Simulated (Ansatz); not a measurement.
**BaS: all-electron results**

```
Ba S
1.0
     0.00000    3.51614    3.51614
     3.51614    0.00000    3.51614
     3.51614    3.51614    0.00000
Ba S
1 1
Direct
  0.00000 0.00000 0.00000
  0.25000 0.25000 0.25000
```

Atom numbers follow the list: Ba1, S2.

The cell was built from the zincblende type and relaxed in the same program, and has space group F-43m; it needn't be a known or the stable phase.

Spin–orbit coupling is left out, though it moves levels of the heavy atoms by tenths of an eV or more.

Levels of theory: DFT, PBE, all-electron LAPW, scalar-relativistic (Ansatz 0.2.0); DFT, PBE, PAW with Ansatz's default frozen-core files, scalar-relativistic (Ansatz 0.2.0).

For LAPW: a Γ-centred 9×9×9 k mesh, Fermi–Dirac smearing of 0.08 eV, basis error target 0.25 meV/atom, no spin polarisation. PAW takes a cutoff of 420 eV at this cell. The Ansatz runs share mesh, smearing and spin set-up. Values come from LAPW unless marked.

```yaml
Smallest_direct_gap_on_the_path: 3.43 eV
Volume_per_atom: 43.47 Å³
Pressure_at_this_cell: 0.04 GPa
```

(1) Predict this quantity. Bader charges (from the PAW run).

(2) Löwdin charges (with 0.30 e of the cell spilling out of the atomic basis, so their sizes and signs hang on that basis): what does the calculation give?

(3) Band gap: what does the calculation give?

Answers

(1) Ba1 +1.42, S2 -1.42 e.

(2) Ba1 1.65, S2 -1.35 e.

(3) 2.75 eV, indirect from W (-0.5, -0.25, 0.25) to Γ.
